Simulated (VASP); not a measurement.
Crystal: Al.

```
Al
1.0
     0.00000    2.02481    2.02481
     2.02481    0.00000    2.02481
     2.02481    2.02481    0.00000
Al
1
Direct
  0.00000 0.00000 0.00000
```

- Program: VASP 6.6.1
- Task: relaxation of cell and atoms
- Functional: BLYP
- Dispersion: D3(BJ)
- Potentials or basis: VASP PAW PBE potentials, release 64 (Al)
- Cutoff: 600 eV
- k mesh: 11 × 11 × 11
- Occupations: fermi-dirac, width 0.05 eV
- Spin: no spin polarisation

At the start: pressure -4.6 GPa; volume 16.60 Å³/atom.

Problem. Where does the relaxation end?

Solution. Over 3 steps the energy falls by 16.3 meV/atom and the volume is 15.54 Å³/atom (-6.4 %); space group Fm-3m (No. 225, to 0.05 Å).

The path:
| step | energy change (eV) | largest force (eV/Å) | pressure (GPa) | volume (Å³) |
| --- | --- | --- | --- | --- |
| 1 | 0.0000 | 0.0000 | -4.57 | 16.60 |
| 2 | -0.0162 | 0.0000 | 0.24 | 15.49 |
| 3 | -0.0163 | 0.0000 | 0.02 | 15.54 |

Final structure:
```
Al
1.0
     0.00000    1.98048    1.98048
     1.98048    0.00000    1.98048
     1.98048    1.98048    0.00000
Al
1
Cartesian
  0.0000 0.0000 0.0000
```

The cell as given is a measured one (16.60 Å³/atom); BLYP+D3(BJ) puts the equilibrium volume -6.4 % from it, thermal expansion not counted.

Caveat: the PAW data sets were made with another functional, which shifts forces and pressure a little; pairwise dispersion overbinds metals, which lowers pressure and volume.
